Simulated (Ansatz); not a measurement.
## BAs: relaxation of cell and atoms with LDA

Crystal: BAs.

```
B As
1.0
     2.93437    0.00000    0.00000
     0.00000    2.93437    0.00000
     0.00000    0.00000    2.93437
B As
1 1
Direct
  0.50000 0.50000 0.50000
  0.00000 0.00000 0.00000
```

The cell was built by a generator and needn't be a form met in nature.

```
Program             : Ansatz 0.2.0
Task                : relaxation of cell and atoms
Functional          : LDA
Potentials or basis : Ansatz PAW
Cutoff              : 420 eV (not typed: the program's choice for these potentials)
k mesh              : 9 × 9 × 9
Occupations         : fermi-dirac, width 0.05 eV
Spin                : no spin polarisation
```

| Item | Value |
| --- | --- |
| Relaxed volume | 11.99 Å³/atom |
| Relaxed cell | a = 2.884 Å, b = 2.884 Å, c = 2.884 Å, α = 90.00°, β = 90.00°, γ = 90.00° |
| Space group after relaxing (to 0.05 Å) | Pm-3m (No. 221) |
| Energy gained by relaxing | 11.7 meV/atom |
| Ionic steps | 5 |
| Pressure after relaxing | 0.0 GPa |
| Band gap on the k mesh | none (metal or under the smearing width) |

The path:
```
step  energy change (eV)  largest force (eV/Å)  volume (Å³)
   1              0.0000                0.0000        25.27
   2             -0.0238                0.0000        23.82
   3             -0.0240                0.0000        23.99
   4             -0.0240                0.0000        23.98
   5             -0.0233                0.0000        23.98
```

Final structure:
```cif
data_structure
_symmetry_space_group_name_H-M 'P 1'
_symmetry_Int_Tables_number 1
_cell_length_a 2.8836
_cell_length_b 2.8836
_cell_length_c 2.8836
_cell_angle_alpha 90.000
_cell_angle_beta 90.000
_cell_angle_gamma 90.000
_cell_volume 23.98
loop_
_atom_site_label
_atom_site_type_symbol
_atom_site_fract_x
_atom_site_fract_y
_atom_site_fract_z
_atom_site_occupancy
B1 B 0.50000 0.50000 0.50000 1
As1 As 0.00000 0.00000 0.00000 1
```

Levels at points of the mesh, in eV from the Fermi level:
```tsv
k point	band 5	band 6	band 7	band 8	band 9	band 10	band 11	band 12	band 13	band 14
(0.00, 0.00, 0.00)	-36.23	-16.15	-0.83	-0.83	-0.83	0.33	5.82	5.82	9.79	9.79
```

Run time: 2.5 s on 2 threads of Arm Neoverse V2, with other jobs on the host, peak memory 0.27 GiB.

Caveat: the plane-wave basis is chosen anew once the cell has moved, so the energies of steps on either side of that aren't comparable; the PAW data sets come from PBE, with cores solved anew for the run's functional, which leaves a small shift of forces and pressure.
